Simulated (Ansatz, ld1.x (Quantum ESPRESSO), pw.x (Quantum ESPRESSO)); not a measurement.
## silicon (fcc): variants of one TM potential in the solid

ld1.x (Quantum ESPRESSO) 7.5 input, shortened:

```
 &input
   title='Si', zed=14., rel=1, dft='PBE', iswitch=3,
   config='[Ne] 3s2 3p2 3d-2'
 /
 &inputp
   pseudotype=2, tm=.true., lloc=1,
   nlcc=.true., new_core_ps=.true.
 /
3
3S  1  0   2.00   0.00  1.75  1.75  0.0
3D  3  2  -2.00   0.05  2.00  2.00  0.0
3P  2  1   2.00   0.00  2.25  2.25  0.0
 &test
   configts(1)='3s2 3p2'
 /
```

Crystal test: fcc Si in pw.x 7.5, no spin, 15³ k-points, Fermi–Dirac smearing 0.01 Ry, cutoffs set for each file from its atomic test. The reference is all-electron LAPW (Ansatz 0.2.0) with the same functional, mesh and smearing; V0 and B0 come from Birch–Murnaghan fits to the pressures at five volumes. Errors are pseudo minus all-electron; Δ is the rms difference of the E(V) curves that follow from these fits, minima aligned, over ±6 % about the mean V0. Mesh and smearing are coarse, so the numbers serve the comparison and aren't converged zero-temperature values; the lattice is a test structure that the element need not adopt.

All-electron: a0 = 3.869 Å (V0 = 14.48 Å³/atom), B0 = 82.7 GPa.

| change | cutoffs (Ry) | pw.x | a0 (Å) | a0 error (%) | B0 error (%) | Δ (meV/atom) | mean pressure error (GPa) |
| --- | --- | --- | --- | --- | --- | --- | --- |
| base | 50/200 | converged | 3.870 | +0.02 | +0.0 | 0.1 | +0.05 |
| all radii but the core radius scaled by about 0.79 (s 1.38, p 1.76, d 1.58 bohr) | 100/400 | converged | 3.869 | -0.02 | +0.2 | 0.1 | -0.04 |
| all radii but the core radius scaled by about 0.94 (s 1.64, p 2.10, d 1.88 bohr) | 50/200 | converged | 3.871 | +0.04 | -0.0 | 0.3 | +0.10 |
| all radii but the core radius scaled by about 1.08 (s 1.90, p 2.44, d 2.16 bohr) | 50/200 | converged | 3.867 | -0.05 | +0.3 | 0.4 | -0.13 |
| all radii but the core radius scaled by about 1.17 (s 2.04, p 2.62, d 2.34 bohr) | 50/200 | converged | 3.863 | -0.17 | +0.7 | 1.3 | -0.42 |
| all radii but the core radius scaled by about 1.37 (s 2.40, p 3.08, d 2.74 bohr) | 50/200 | converged | 3.851 | -0.47 | +1.3 | 3.7 | -1.17 |
